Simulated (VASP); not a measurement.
Computed with PBE GGA, VASP's PBE PAW potentials (set 64) (plane waves; VASP 6.6.1).

The input files of a VASP run:

### KPOINTS
```
kpoints
0
gamma
4 4 4
0.5 0.5 0.5
```

INCAR:
```
! general
SYSTEM =CsPbI3
PREC   =Accurate
ENCUT  =300
LREAL  =.False.
LASPH  =.True.

! electronic loop
EDIFF  =1E-6
NELM   =100
ALGO   =Normal
LMAXMIX=4

! smearing
ISMEAR =0
SIGMA  =0.01

! functional
GGA    =PE

! ions
ISIF   =2

! output
LWAVE  =.False.
LCHARG =.False.
```

POSCAR:
```
CsPbI3
1
    6.1352040000     0.0000000000     0.0000000000
    0.0000000000     6.1352040000     0.0000000000
    0.0000000000     0.0000000000     6.1352040000
Cs Pb I
1 1 3
Direct
  0.5000000000   0.5000000000   0.5000000000
  0.0000000000   0.0000000000   0.0000000000
  0.0000000000   0.0000000000   0.5000000000
  0.5000000000   0.0000000000   0.0000000000
  0.0000000000   0.5000000000   0.0000000000
```

POTCAR, in this order: Cs_sv Pb_d I (PBE.64 set). Program: vasp_std.

The resulting files:

File OUTCAR:
```
 ion  position               nearest neighbor table
   1  0.500  0.500  0.500-
   2  0.000  0.000  0.000-   3 3.07   4 3.07   5 3.07   3 3.07   5 3.07   4 3.07
   3  0.000  0.000  0.500-   2 3.07   2 3.07
   4  0.500  0.000  0.000-   2 3.07   2 3.07
   5  0.000  0.500  0.000-   2 3.07   2 3.07
  LATTYP: Found a simple cubic cell.
 ALAT       =     6.1352040000
 Subroutine PRICEL returns:
 Original cell was already a primitive cell.
 Subroutine GETGRP returns: Found 48 space group operations
The static configuration has the point symmetry O_h .
The dynamic configuration has the point symmetry O_h .
 Subroutine INISYM returns: Found 48 space group operations
 Subroutine IBZKPT returns following result:
 Found      4 irreducible k-points:

 Following reciprocal coordinates:
            Coordinates               Weight
  0.125000  0.125000  0.125000      8.000000
  0.375000  0.125000  0.125000     24.000000
  0.375000  0.375000  0.125000     24.000000
  0.375000  0.375000  0.375000      8.000000
   k-points           NKPTS =      4   k-points in BZ     NKDIM =      4   number of bands    NBANDS=     26
   number of dos      NEDOS =    301   number of ions     NIONS =      5
...
```

File OSZICAR:
```
       N       E                     dE             d eps       ncg     rms          rms(c)
DAV:   1     0.301636960331E+03    0.30164E+03   -0.13342E+04   208   0.917E+02
DAV:   2     0.131374702774E+02   -0.28850E+03   -0.28606E+03   282   0.281E+02
DAV:   3    -0.132548472124E+02   -0.26392E+02   -0.26357E+02   248   0.930E+01
DAV:   4    -0.141422649858E+02   -0.88742E+00   -0.88702E+00   312   0.239E+01
DAV:   5    -0.141598602699E+02   -0.17595E-01   -0.17593E-01   244   0.215E+00    0.417E+00
DAV:   6    -0.139274798194E+02    0.23238E+00   -0.45636E-01   280   0.442E+00    0.282E+00
DAV:   7    -0.139060047806E+02    0.21475E-01   -0.36203E-01   284   0.292E+00    0.108E+00
DAV:   8    -0.139086689818E+02   -0.26642E-02   -0.46716E-02   228   0.173E+00    0.279E-01
DAV:   9    -0.139089537159E+02   -0.28473E-03   -0.44942E-03   280   0.592E-01    0.106E-01
DAV:  10    -0.139090892002E+02   -0.13548E-03   -0.72208E-04   256   0.188E-01    0.209E-02
DAV:  11    -0.139091354642E+02   -0.46264E-04   -0.20427E-04   244   0.103E-01    0.393E-02
DAV:  12    -0.139091348043E+02    0.65991E-06   -0.10836E-05   264   0.181E-02    0.299E-02
DAV:  13    -0.139091311554E+02    0.36489E-05   -0.71066E-06   238   0.192E-02    0.810E-03
DAV:  14    -0.139091307411E+02    0.41432E-06   -0.42181E-06   228   0.137E-02
   1 F= -.13909131E+02 E0= -.13909131E+02  d E =-.115973E-55
```

### OUTCAR
```
------------------------ aborting loop because EDIFF is reached ----------------------------------------
  FORCE on cell =-STRESS in cart. coord.  units (eV):
  Direction    XX          YY          ZZ          XY          YZ          ZX
  --------------------------------------------------------------------------------------
  Total        3.1681637      3.1681637      3.1681637     -0.0000000     -0.0000000     -0.0000000
  in kB       21.9801764     21.9801764     21.9801764     -0.0000000     -0.0000000     -0.0000000
  external PRESSURE =      21.9801764 kB  Pullay stress =       0.0000000 kB
  volume of cell :      230.93
      direct lattice vectors                 reciprocal lattice vectors
     6.135204000  0.000000000  0.000000000     0.162993765  0.000000000  0.000000000
     0.000000000  6.135204000  0.000000000     0.000000000  0.162993765  0.000000000
     0.000000000  0.000000000  6.135204000     0.000000000  0.000000000  0.162993765
 POSITION                                       TOTAL-FORCE (eV/Angst)
 -----------------------------------------------------------------------------------
      3.06760      3.06760      3.06760         0.000000      0.000000      0.000000
      0.00000      0.00000      0.00000         0.000000      0.000000      0.000000
      0.00000      0.00000      3.06760         0.000000      0.000000      0.000000
      3.06760      0.00000      0.00000         0.000000      0.000000      0.000000
      0.00000      3.06760      0.00000         0.000000      0.000000      0.000000
 -----------------------------------------------------------------------------------
    total drift:                                0.000000      0.000000     -0.000000
  FREE ENERGIE OF THE ION-ELECTRON SYSTEM (eV)
  ---------------------------------------------------
  free  energy   TOTEN  =       -13.9091307411 eV

  energy  without entropy=      -13.9091307411  energy(sigma->0) =      -13.90913074
```
(Selected blocks of OUTCAR.)

File OUTCAR:
```
 val. band max:        1.7350968936   @ k =   0.3750   0.3750   0.3750

 cond. band min:       4.6100305797   @ k =   0.3750   0.3750   0.3750


 Fermi energy:         1.8453418945

 k-point     1 :       0.1250    0.1250    0.1250
  band No.  band energies     occupation
      1     -19.1036      2.00000
      2     -14.2774      2.00000
      3     -14.2774      2.00000
      4     -14.1806      2.00000
      5     -14.1804      2.00000
      6     -14.1804      2.00000
      7     -10.2862      2.00000
      8      -9.3943      2.00000
      9      -9.3943      2.00000
     10      -5.9046      2.00000
     11      -5.9046      2.00000
     12      -5.8954      2.00000
     13      -4.7996      2.00000
     14      -1.4135      2.00000
     15      -1.4135      2.00000
     16      -1.1687      2.00000
     17       0.6109      2.00000
     18       0.6109      2.00000
     19       0.7706      2.00000
     20       0.8655      2.00000
     21       0.9780      2.00000
     22       0.9780      2.00000
     23       5.8204      0.00000
     24       6.5046      0.00000
     25       6.5046      0.00000
     26       6.9118      0.00000

 k-point     2 :       0.3750    0.1250    0.1250
  band No.  band energies     occupation
      1     -19.1033      2.00000
      2     -14.2773      2.00000
      3     -14.2622      2.00000
      4     -14.1812      2.00000
      5     -14.1812      2.00000
      6     -14.1805      2.00000
      7     -10.1133      2.00000
      8      -9.6165      2.00000
      9      -9.3909      2.00000
     10      -5.9028      2.00000
     11      -5.8993      2.00000
     12      -5.8920      2.00000
     13      -5.2804      2.00000
     14      -1.3193      2.00000
     15      -1.2022      2.00000
     16      -0.1647      2.00000
     17       0.3161      2.00000
     18       0.5639      2.00000
     19       0.7470      2.00000
     20       0.8914      2.00000
     21       0.9276      2.00000
     22       1.2401      2.00000
...
```

At this cut-off the stress carries a Pulay error, which pulls relaxed volumes low.  Unless said otherwise, spin-orbit coupling is left out, though it shifts the bands of the heavy elements here.

The structure comes from a computed database's CsPbI3 entry; how it stands against other phases isn't given here. The cell was not relaxed at this level. The run is one of a series of settings (KPOINTS 4×4×4 Γ-centred mesh shifted by (0.5, 0.5, 0.5) against the base run), some of them coarse on purpose.
